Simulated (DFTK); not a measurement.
Crystal: Nb.

```
Nb
1.0
    -1.66395    1.66395    1.66395
     1.66395   -1.66395    1.66395
     1.66395    1.66395   -1.66395
Nb
1
Direct
  0.00000 0.00000 0.00000
```

Base run:

| Quantity | Value |
| --- | --- |
| Program | DFTK 0.8.2 |
| Functional | r2SCAN |
| Potentials or basis | SG15 1.2 (PBE) |
| Cutoff | 1225 eV |
| k mesh | 11 × 11 × 11 |
| Occupations | fermi-dirac, width 0.05 eV |
| Spin | no spin polarisation |

Its results: band gap on the k mesh none (metal or under the smearing width); pressure -3.4 GPa.

**Question.** After a change of settings the same cell gave: band gap on the k mesh none (metal or under the smearing width); pressure -10.7 GPa. Which change was it?
A. functional from r2SCAN to PBEsol; potentials or basis from SG15 1.2 (PBE) to dojo.nc.sr.pbesol.v0_4_1.standard.upf (PBEsol); cutoff from 1225 eV to 1116 eV
B. functional from r2SCAN to PBEsol
C. functional from r2SCAN to LDA; potentials or basis from SG15 1.2 (PBE) to cp2k.nc.sr.lda.v0_1.semicore.gth (LDA, GTH); cutoff from 1225 eV to 1116 eV
D. potentials or basis from SG15 1.2 (PBE) to cp2k.nc.sr.pbe.v0_1.semicore.gth (PBE, GTH); cutoff from 1225 eV to 1633 eV; k mesh from 11 × 11 × 11 to 10 × 10 × 10

**Answer.** C.

Caveats: the potentials were made for another functional, which shifts forces and pressure (some runs); GTH potentials come without recommended cutoffs, and this one wasn't checked for convergence (some runs).

Not every run made on this cell is shown here.
